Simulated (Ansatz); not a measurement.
# Carriers in TlCl (Pm-3m)

```yaml
crystal:
  lattice:
    - [3.69389, 0.00000, 0.00000]
    - [0.00000, 3.69389, 0.00000]
    - [0.00000, 0.00000, 3.69389]
  atoms:
    - { symbol: Tl, position: [0.00000, 0.00000, 0.00000] }
    - { symbol: Cl, position: [0.50000, 0.50000, 0.50000] }
```

Level of theory, where no other is named: LDA, all-electron LAPW in Ansatz 0.2.0, with spin-orbit coupling. k mesh 6×6×6, fixed occupations, basis error target 1 meV/atom. The cell was relaxed by PAW under this functional, which moved its volume by -11 % from the database entry's.

Extrema are searched on a 8×8×8 mesh and refined by Newton steps; masses come from band slopes 0.005 Å⁻¹ away, 1/m* = (1/ħ²) d²E/dk², negative for holes (the finite step makes the lightest masses up to about 3 % heavy). k is in units of the reciprocal vectors.

Question: Where are the band edges, and is the gap direct?

Answer: The valence maximum lies at X (0.000, 0.000, -0.500) and the conduction minimum at R (-0.500, -0.500, -0.500), so the Kohn-Sham gap of 0.884 eV is indirect; the least direct gap on the mesh is 1.389 eV. A further conduction extremum at X (0.000, 0.000, -0.500) lies 0.505 eV from the edge (3 equivalent points).

Question: What are the electron masses at the edge?

Answer: The principal masses are 0.262, 0.262, 0.262 mₑ. One valley has a density-of-states mass (m₁m₂m₃)^(1/3) = 0.262; the direction-averaged conductivity mass 3/Σ(1/mᵢ) is 0.262 mₑ.

Question: What are the hole masses at the edge?

Answer: The principal masses are 0.155, 0.483, 0.483 mₑ. One valley has a density-of-states mass (m₁m₂m₃)^(1/3) = 0.331; 3 valleys give N^(2/3) times that, 0.688; the direction-averaged conductivity mass 3/Σ(1/mᵢ) is 0.284 mₑ.

Question: What gap does PAW give in the same cell?

Answer: 0.885 eV, 1 meV from the LAPW value.

Question: What does spin-orbit coupling change?

Answer: The gap goes from 1.566 to 0.884 eV. The valence levels at the maximum lie at 0.000 eV (pairs).

Question: Cells strained by ±0.5 % (all lengths, zz alone, equal engineering shears γ in yz, zx, xy; ions relaxed) give deformation potentials. How do the edge levels move, in eV per unit strain against the centre of the top valence set?

Answer: 

```tsv
point	k	side	bands	level (eV)	d/dlnV	d/dε_zz	d/dγ	split/ε_zz	split/γ
Gamma	0.00 0.00 0.00	valence	4	-2.034	5.49	4.29	-0.01*	5.34	4.38
Gamma	0.00 0.00 0.00	conduction	2	6.433	-2.94	-4.14	0.00*	–	–
R	0.50 0.50 0.50	valence	2	-2.161	-0.49	-1.69	-0.04	–	–
R	0.50 0.50 0.50	conduction	2	0.884	5.23	4.03	0.00	–	–
X	0.00 0.00 0.50	valence	2	0.000	0.00	0.00	0.00*	–	–
X	0.00 0.00 0.50	conduction	2	1.389	2.95	6.34	0.00*	–	–
X	0.00 0.50 0.00	valence	2	0.000	0.00	-1.80	0.00*	–	–
X	0.00 0.50 0.00	conduction	2	1.389	2.95	-0.53	0.00*	–	–
M	-0.50 -0.50 0.00	valence	2	-1.503	4.54	0.07	0.00	–	–
M	-0.50 -0.50 0.00	conduction	2	4.136	-0.31	-6.04	0.00	–	–
M	-0.50 0.00 -0.50	valence	2	-1.503	4.54	4.98	0.00	–	–
M	-0.50 0.00 -0.50	conduction	2	4.136	-0.31	0.76	0.00	–	–
```

Sets with another level within 0.15 eV are left out, since it mixes in under strain; the reference set stays in any case. Entries marked * vanish by symmetry to first order; what they show is the residue of the finite step. These cells use a basis error target of 0.5 meV/atom.

Limits of these numbers: semilocal gaps are low, and what follows the gap (onsets, screening, light masses) shifts with it; the frozen-core PAW files of the compared runs were fitted under PBE, their cores solved anew for this functional; no dispersion correction, so the spacing and stiffness between layers or molecules are poor.
